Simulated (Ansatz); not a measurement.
Start from AlSb in the zinc blende structure (space group F-43m, No. 216; a = 6.157 Å).

Perturbation: hydrostatic tension (pressure −2 GPa).

Levels (all Ansatz, a quantum-chemistry and plane-wave program, PAW): PBEsol (420 eV, spin-orbit coupling left out); PBEsol+SOC (420 eV, noncollinear with spin-orbit coupling).

The geometry is relaxed with PBEsol.

- PBEsol band gap = 1.16 eV
- PBEsol valence-band top at Γ = 0.00, 0.00, 0.00 eV

How does going to PBEsol+SOC change the band gap, valence-band top at Γ and hole mass?

The band gap shrinks by 0.20 eV, from 1.16 eV to 0.96 eV; the valence-band top at Γ (three highest Kramers pairs, from the VBM) changes from 0.00, 0.00, 0.00 eV to 0.00, 0.00, -0.67 eV; the hole mass (degenerate bands, along [100]) is 0.080, 0.34 mₑ (at Γ). The threefold valence maximum splits by Δso ≈ 0.67 eV.

Single points use the geometry relaxed with PBEsol. Differences between runs with and without spin-orbit coupling are approximate. Spin-orbit coupling, missing from the scalar runs, can matter with Sb. Load acts through the strain it causes; cell and atoms are relaxed under it. Masses are band curvatures over ±0.01 Å⁻¹ around the edge. No phonon test of stability was made.
